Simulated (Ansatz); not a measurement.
# Equation of state of BN from a dense series

```xyz
4
Lattice="2.5040 0.0000 0.0000 -1.2520 2.1685 0.0000 0.0000 0.0000 6.6612" Properties=species:S:1:pos:R:3 pbc="T T T"
B     0.0000    1.4457    1.6653
B     1.2520    0.7228    4.9959
N     0.0000    1.4457    4.9959
N     1.2520    0.7228    1.6653
```

Atom numbers follow the list: B1, B2, N3, N4.

The cell is COD entry 9008997, as deposited and not checked against the literature; nothing was relaxed.

All numbers below come from DFT, PBE, all-electron LAPW, scalar-relativistic (Ansatz 0.2.0).

Numerical set-up: a Γ-centred 11×11×4 k mesh, Fermi–Dirac smearing of 0.02 eV, basis error target 1 meV/atom, no spin polarisation.

The cell is scaled evenly. Fractional coordinates are held (clamped ions).

```json
{"V (Å³/atom)": "8.500", "P (GPa)": "20.38"}
{"V (Å³/atom)": "8.862", "P (GPa)": "8.47"}
{"V (Å³/atom)": "8.952", "P (GPa)": "5.82"}
{"V (Å³/atom)": "9.043", "P (GPa)": "3.29"}
{"V (Å³/atom)": "9.133", "P (GPa)": "0.87"}
{"V (Å³/atom)": "9.223", "P (GPa)": "-1.45"}
{"V (Å³/atom)": "9.404", "P (GPa)": "-5.77"}
{"V (Å³/atom)": "9.585", "P (GPa)": "-9.72"}
```

Q: Fit a third-order Birch–Murnaghan curve to the pressures.

A: P = (3B0/2)(y^(7/2) − y^(5/2))[1 + (3/4)(B0′ − 4)(y − 1)] with y = (V0/V)^(2/3) fits within 0.01 GPa for V0 = 9.166 Å³/atom, B0 = 235.8 GPa and B0′ = 3.60.

Q: Predict the pressure at the withheld volume, 8.681 Å³/atom.

A: There y = 1.0369, so the fit gives 14.15 GPa; the run gave 14.15 GPa.
